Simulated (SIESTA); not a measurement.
**As in SIESTA: convergence with basis size**

Input of the first run (basis size SZ); the others differ in this setting and in those tied to it:

As.fdf

```
SystemName                      Arsenolamprite
SystemLabel                     As
NumberOfSpecies                 1
NumberOfAtoms                   2
%block ChemicalSpeciesLabel
  1  33 As
%endblock ChemicalSpeciesLabel

LatticeConstant                 1.0 Ang
%block LatticeVectors
     1.8807968987     1.0858785957     3.5140619945
    -1.8807968987     1.0858785957     3.5140619945
     0.0000000000    -2.1717571915     3.5140619945
%endblock LatticeVectors
AtomicCoordinatesFormat         Fractional
%block AtomicCoordinatesAndAtomicSpecies
     0.2118200000     0.2247440000     0.2328240000  1  As
     0.7755240000     0.7755010000     0.7681290000  1  As
%endblock AtomicCoordinatesAndAtomicSpecies

%block kgrid.MonkhorstPack
    7   0   0  0.0
    0   7   0  0.0
    0   0   7  0.0
%endblock kgrid.MonkhorstPack
XC.Functional                   GGA
XC.Authors                      RPBE
PAO.BasisSize                   SZ
PAO.EnergyShift                 0.003 Ry
Mesh.Cutoff                     500 Ry
OccupationFunction              FD
ElectronicTemperature           0.05 eV
MaxSCFIterations                120
SCF.MustConverge                false
SCF.Mixer.Method                Pulay
SCF.Mixer.Weight                0.25
SCF.Mixer.History               8
SCF.DM.Tolerance                5.0e-05
SCF.H.Tolerance                 1.0e-03 eV
WriteForces                     true
Charge.Mulliken                 end
```

Potentials or basis: PseudoDojo 0.4 standard (PBE files), SZ (energy shift 0.003 Ry).

Launch:

```bash
$ siesta As.fdf > As.out 2>&1
```

The cell isn't the ideal one: atoms moved at random, drawn with an rms of 0.05 Å.

Hardware: 1 thread of Intel(R) Xeon(R) Platinum 8488C (Sapphire Rapids), on a shared host.

| basis size | energy less the tightest run, at zero smearing (meV/atom) | pressure (GPa) | largest force (eV/Å) | gap on the mesh (eV) | SCF cycles | CPU time (s) | peak memory (GiB) |
| --- | --- | --- | --- | --- | --- | --- | --- |
| SZ | 1007.39 | 20.30 | 2.567 | 0.107 | 7 | 5.6 | 0.19 |
| SZP | 494.16 | 12.09 | 1.870 | 0.123 | 8 | 16 | 0.23 |
| DZ | 456.42 | 10.42 | 1.284 | 0.000 | 8 | 9.4 | 0.2 |
| DZP | 190.13 | 8.70 | 1.178 | 0.000 | 8 | 22 | 0.24 |
| DZDP | 50.54 | 8.57 | 1.077 | 0.000 | 8 | 34 | 0.27 |
| TZP | 138.43 | 8.37 | 1.131 | 0.000 | 8 | 28 | 0.26 |
| TZDP | 12.44 | 8.36 | 1.045 | 0.000 | 8 | 44 | 0.29 |
| TZTP | 0.00 | 8.18 | 1.030 | 0.000 | 8 | 69 | 0.32 |

Against the tightest run, the gap on the mesh stays within 0.01 eV from DZ on. Not settled before the last step: the energy (to 1 meV/atom), the pressure (to 0.1 GPa), the largest force (to 0.005 eV/Å). The tightest run that finished is the yardstick and may itself not be fully converged.

Caveat, for the tightest run too: the potentials were made for another functional, which shifts forces and pressure; the basis of atomic orbitals isn't converged, which shifts pressures, moduli and gaps.
